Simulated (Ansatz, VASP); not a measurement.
**Si: VASP beside Ansatz**

```
CELL_PARAMETERS angstrom
0.00000 2.64205 4.61208
2.40601 0.00000 4.61208
2.40601 2.64205 0.00000
ATOMIC_POSITIONS crystal
Si 0.22023 0.22023 0.77977
Si 0.77977 0.77977 0.22023
Si 0.27261 0.72739 0.27261
Si 0.72739 0.27261 0.72739
```

Change from the starting cell: volume scaled by 0.98.

Alike in both runs: task single point; functional PBE; k mesh 8 × 8 × 8; occupations fermi-dirac, width 0.05 eV; no spin polarisation.

|  | VASP | Ansatz |
| --- | --- | --- |
| version | VASP 6.6.1 | Ansatz 0.2.0 |
| potentials or method | VASP PAW PBE potentials, release 64 (Si) | Ansatz PAW |
| plane-wave cutoff (eV) | 520 | 420 |
| valence electrons in the cell | 16 | 16 |

```tsv
	VASP	Ansatz	Ansatz less VASP
gap on the k mesh at the Fermi level (eV)	none	none	-
pressure (GPa)	5.9	5.9	+0.08
largest component of the traceless stress (GPa)	1.14	1.16	+0.015
rms of the force components (eV/Å)	0.065	0.067	+0.0019
```

Atom by atom the forces differ by 0.002 eV/Å (rms over components). A gap of «none» marks a metal or a gap that the smearing closes.
